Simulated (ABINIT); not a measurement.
Runs of ABINIT 10.8.3 (patched build) on InAs. Symmetry: F-43m, No. 216, cubic system. The conventional cell has a = 6.036 Å, b = 6.036 Å, c = 6.036 Å, α = 90.00°, β = 90.00°, γ = 90.00°. In (site symmetry -43m) has 4 As at 2.61 Å as nearest neighbours. As (site symmetry -43m) has 4 In at 2.61 Å as nearest neighbours. 

| task | level | potentials or basis | spin | k mesh | cutoff (eV) | fine-grid cutoff | mesh quality | gap on the mesh (eV) | V0 of scaled cells (Å³/atom) | B0 (GPa) |
| --- | --- | --- | --- | --- | --- | --- | --- | --- | --- | --- |
| single point | LDA | JTH PAW LDA v2.0 | off | 5 × 5 × 5 | 463 | 925.187 eV | coarse | none | - | - |
| single point | r2SCAN | JTH PAW PBE v2.0 | off | 5 × 5 × 5 | 544 | 1088.46 eV | not flagged | 0.24 | - | - |
| band structure | LDA-PZ | JTH PAW LDA v2.0 | off | 8 × 8 × 8 | 463 | 925.187 eV | not flagged | none | - | - |
| band structure | PW91 | JTH PAW PBE v2.0 sp | off | 8 × 8 × 8 | 408 | 816.342 eV | not flagged | none | - | - |
| equation of state | LDA-Teter | JTH PAW LDA v2.0 sp | off | 8 × 8 × 8 | 408 | 816.342 eV | not flagged | - | (a) | 61 |
| equation of state | LDA-VWN | JTH PAW LDA v2.0 | off | 8 × 8 × 8 | 463 | 925.187 eV | not flagged | - | 27.36 | 60 |
| equation of state | WC | JTH PAW PBE v2.0 sp | off | 8 × 8 × 8 | 408 | 816.342 eV | not flagged | - | 28.82 | (b) |
| band structure | HLE16 | JTH PAW PBE v2.0 | off | 8 × 8 × 8 | 463 | 925.187 eV | not flagged | 0.27 | - | - |
| band structure | PBEsol | JTH PAW PBE v2.0 sp | SOC, no magnetisation | 8 × 8 × 8 | 408 | 816.342 eV | not flagged | none | - | - |
| band structure | rPW86PBE | JTH PAW PBE v2.0 sp | off | 8 × 8 × 8 | 408 | 816.342 eV | not flagged | none | - | - |

Alike in all rows: cell as given; smearing fermi-dirac 0.05 eV.

Q: Fill in the values left out.

A: (a) 27.95; (b) 57.

Caveats: some runs use coarse meshes; this crystal is a semiconductor, whose small gap the functional closes, so the metal is an error of the method (some runs); the PAW data sets were made with another functional, which shifts forces and pressure a little (some runs); spin-orbit coupling is left out, which moves the levels of the heavy elements (some runs); this set keeps more shells in the core, which shifts pressures and gaps (some runs); the atomic spheres overlap (some runs); pressures at fixed basis lie under the slope of the energies (some runs).

A k mesh can miss the band edges, and rows without SOC leave out spin-orbit coupling on As, In.

A gap of «none» marks a metal or a gap under the smearing width.

The runs don't all hold the same shells in valence.

Runs at the PBE level aren't shown here.
